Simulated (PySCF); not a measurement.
Structure from NMR data

The spectra below were simulated for a compound C₄H₈.

¹H NMR (400 MHz, computed): δ 5.03 (s, 2H), 1.83 (s, 6H).

¹³C{¹H} NMR (computed): δ 157.7 (C), 120.5 (CH2), 27.5 (CH3).

Level of theory: NMR shieldings at PBE0/pcSseg-2/GIAO, PBE0-D3(BJ)/def2-TZVP structure, in PySCF 2.14.0 with density-fitted response routines (a single conformation, non-relativistic Hamiltonian, equivalent nuclei averaged, no solvent model).

References, each an isolated molecule treated in the same way: ¹H (31.52 ppm), ¹³C (186.03 ppm) against TMS.

Task: Which of these isomers gave the spectra?
A. C1CCC1
B. C=CCC
C. C=C(C)C
D. C/C=C\C

Result: C. 

1. Rings plus π bonds: 1 (no ring in the answer).
2. 3 carbon signals for 4 carbons: some carbons are equivalent by symmetry or fast rotation.
3. Carbon types of the structure: 1 × C, 1 × CH2, 2 × CH3, which accounts for all hydrogens.
4. δC 157.7: fully substituted alkene carbon; as expected for a trigonal carbon in a double bond.
5. δC 120.5: terminal =CH2 carbon; an sp2 carbon of a C=C bond.
6. δC 27.5: allylic methyl carbon; a saturated carbon with 1 carbon neighbour and no heteroatom attached.
7. δH 5.03: hydrogen on a terminal =CH2 carbon; olefinic region.
8. δH 1.83: hydrogen on an allylic methyl carbon; allylic position.

The others: C/C=C\C would give 2 carbon signals, not 3; C=CCC would give 4 carbon signals, not 3; C1CCC1 would give 1 carbon signal, not 3.

Shifts are as computed. Against solution values, carbons near 30 ppm lie about +3 ppm off and those near 130 ppm about +9 ppm. Of 1211 compounds with measured shifts, 218 miss one by over three times the rms of a fit or turn the order of signals round; such compounds aren't used in these exercises. No couplings were computed; multiplicities are counted from neighbouring protons, with m where these are inequivalent, close in shift, in a saturated or five-membered ring or joined by F or P, and br s for small geminal =CH2 splittings.
